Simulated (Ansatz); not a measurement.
## Tl under changes of volume

One of the cells (30.026 Å³/atom); the others are scaled copies at fixed shape and fractional positions:

```
Tl
1.0
     3.50864    0.00000    0.00000
    -1.75432    3.03857    0.00000
     0.00000    0.00000   11.26560
Tl
4
Cartesian
  1.7543 1.0129 8.4492
  0.0000 0.0000 5.6328
  0.0000 2.0257 2.8164
  0.0000 0.0000 0.0000
```

```yaml
Program: Ansatz 0.2.0
Functional: PBEsol
Potentials_or_basis: Ansatz PAW
Cutoff: "420 eV (not typed: the program's choice for these potentials)"
k_mesh: 9 × 9 × 3
Occupations: fermi-dirac, width 0.05 eV
Spin: no spin polarisation
```

| volume (Å³/atom) | energy over the lowest point (meV/atom) | pressure (GPa) |
| --- | --- | --- |
| 28.225 | 0.00 | 0.3 |
| 28.825 | 0.48 | -0.5 |
| 29.426 | 3.65 | -1.1 |
| 30.026 | 9.16 | -1.7 |
| 30.627 | 16.71 | -2.2 |
| 31.227 | 26.03 | -2.7 |
| 31.828 | ? | ? |

**Question.** What does the run at 31.828 Å³/atom give?

**Answer.** Energy over the lowest point 36.88 meV/atom; pressure -3.0 GPa.

Worked out: A Birch-Murnaghan fit of order 3 (a polynomial in V^(-2/3)) to the other rows has its minimum at 28.42 Å³/atom with B0 = V·E''(V) = 37 GPa and B' = 5.5 at fixed shape and positions, which overstates the stiffness. It gives 36.90 meV/atom at 31.828 Å³/atom, against the run's 36.88, and -dE/dV = -3.1 GPa, against -3.0.

Energies are extrapolated to zero smearing.

Caveats: the PAW data sets come from PBE, with cores solved anew for the run's functional, which leaves a small shift of forces and pressure.
